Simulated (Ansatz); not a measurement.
Write the native input for Ansatz 0.2.0 that does the following.

```yaml
Task: single point
Functional: HSE06 form with a typed share of exact exchange
Potentials_or_basis: Ansatz PAW
Cutoff: "420 eV (not typed: the program's choice for these potentials)"
k_mesh: 5 × 5 × 5
Occupations: fermi-dirac, width 0.05 eV
Spin: no spin polarisation
Screening_1/Å: 0.3
Share_of_exact_exchange: 0.25
```

The system is As.

```xyz
2
Lattice="-2.7037 0.0000 -2.7037 0.0000 -2.7037 -2.7037 -2.7037 -2.7037 0.0000" Properties=species:S:1:pos:R:3 pbc="T T T"
As   -1.4417   -1.3087   -1.3613
As   -3.9656   -4.0987   -4.0461
```

This isn't the form of As at room conditions, which is rhombohedral.

The cell isn't the ideal one: all atoms moved at random, sigma 0.1 Å a component.

These files were run (other wordings do the same):

input

```
crystal:
  lattice:
    - [-2.70368174, 0.0, -2.70368174]
    - [0.0, -2.70368174, -2.70368174]
    - [-2.70368174, -2.70368174, 0.0]
  atoms:
    - { symbol: As, position: [0.27635154, 0.22713992, 0.25689971] }
    - { symbol: As, position: [0.72364846, 0.77286008, 0.74310029] }
hamiltonian:
  xc: { exchange: pbe, correlation: pbe, exx: { coeff: 0.25, omega: 0.3 } }
  pseudopotentials: { kind: paw }
kpoints:
  mp_grid: { grid: [5, 5, 5] }
scf:
  occupations: { method: fermi_dirac, width: 0.05 }
output:
  forces: true
  stress: true
  eigenvalues: true
  write_density: true
  write_potential: true
  elf: true
  volumetric_format: npy
```

Results of the run:

The pressure is 1.5 GPa and the largest force is 0.917 eV/Å. The band gap on the k mesh is 0.18 eV, indirect (least direct gap 0.37 eV).

Caveat: odd divisions of the mesh miss points on the zone boundary, where band edges often lie, so the gap on the mesh can be too wide; the PAW data sets come from PBE, with cores solved anew for the run's functional, which leaves a small shift of forces and pressure; the thresholds are loose for stress.

Run time: 29 s on 1 × NVIDIA H100 80GB HBM3 with 2 threads of AMD EPYC 7R13 Processor (Zen 3), on a shared host, peak memory 1.7 GiB.
